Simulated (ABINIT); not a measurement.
Sb:

```
CELL_PARAMETERS angstrom
0.00000 2.37124 2.37124
2.37124 0.00000 2.37124
2.37124 2.37124 0.00000
ATOMIC_POSITIONS crystal
Sb 0.00000 0.00000 0.00000
```

This isn't the form of Sb at room conditions, which is rhombohedral.

| Quantity | Value |
| --- | --- |
| Program | ABINIT 10.8.3 (patched build) |
| Task | relaxation of cell and atoms |
| Functional | LDA |
| Potentials or basis | PseudoDojo NC SR LDA v0.4.1 standard |
| Cutoff | 1143 eV |
| k mesh | 8 × 8 × 8 |
| Occupations | fermi-dirac, width 0.05 eV |
| Spin | no spin polarisation |

At the start: pressure -1.7 GPa; volume 26.67 Å³/atom.

Task: Where does the relaxation end?

Result: Over 4 steps the energy falls by 3.6 meV/atom and the volume is 26.01 Å³/atom (-2.5 %); space group Fm-3m (No. 225, to 0.05 Å).

The path:
| step | energy change (eV) | largest force (eV/Å) | pressure (GPa) | volume (Å³) |
| --- | --- | --- | --- | --- |
| 1 | 0.0000 | 0.0000 | -1.71 | 26.67 |
| 2 | -0.0013 | 0.0000 | -1.36 | 26.53 |
| 3 | -0.0036 | 0.0000 | 0.05 | 25.99 |
| 4 | -0.0036 | 0.0000 | 0.00 | 26.01 |

Final structure:
```xyz
1
Lattice="0.0000 2.3516 2.3516 2.3516 0.0000 2.3516 2.3516 2.3516 0.0000" Properties=species:S:1:pos:R:3 pbc="T T T"
Sb    0.0000    0.0000    0.0000
```
